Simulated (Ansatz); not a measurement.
All numbers below come from DFT PBE, scalar-relativistic, plane waves, PAW (Ansatz 0.2.0). All cells share a 420 eV cutoff and Γ-centred k meshes spaced at most about 0.3 Å⁻¹ (about 0.25 or finer for metals, 2π included). No spin polarisation in the final relaxations.

Temperature and zero-point effects are left out. All come from trial cells, and lower structures may exist.

Question: Order these relaxed structures of Ge by energy, lowest first, with the energy over the lowest of them.
A. Space group P4_2/m (No. 84), tetragonal, a = 4.222 Å, c = 7.426 Å. Around Ge on a site of symmetry -4 lie 4 Ge at 2.53 Å; Ge on a site of symmetry m has 4 Ge at 2.53–2.60 Å.
B. Space group P6_522 (No. 179), hexagonal, a = 6.412 Å, c = 3.968 Å. Ge has 4 Ge at 2.50–2.53 Å.
C. Space group P-3m1 (No. 164), trigonal, a = 3.973 Å, c = 6.680 Å. Ge on its first site is surrounded by 4 Ge at 2.49–2.51 Å; Ge on its second site has 3 Ge at 2.51 Å.
D. Space group P6_3/mmc (No. 194), hexagonal, a = 4.068 Å, c = 19.991 Å. Ge on its first site has 4 Ge at 2.49–2.51 Å; Ge on its second site has 4 Ge at 2.49 Å; around Ge on its third site lie 4 Ge at 2.49 Å.

Answer: D (0 meV/atom), B (123 meV/atom), A (218 meV/atom), C (240 meV/atom). Forms: D P6_3/mmc; B P6_522; A P4_2/m; C P-3m1. Counting all near atoms (those within 1.25 times the shortest such distance or 1.15 times the sum of covalent radii; a slash parts the counts of unlike sites): D has Ge 4; B has Ge 4; A has Ge 4; C has Ge 3/4.

Cells relaxed within their symmetry can be saddle points. The part of the Crystallography Open Database at hand lists Ge in space groups No. 64, 96, 227; no cell shown has one of them. Some structure types and database cells were kept out of the candidates from the start, so a known form may be missing.
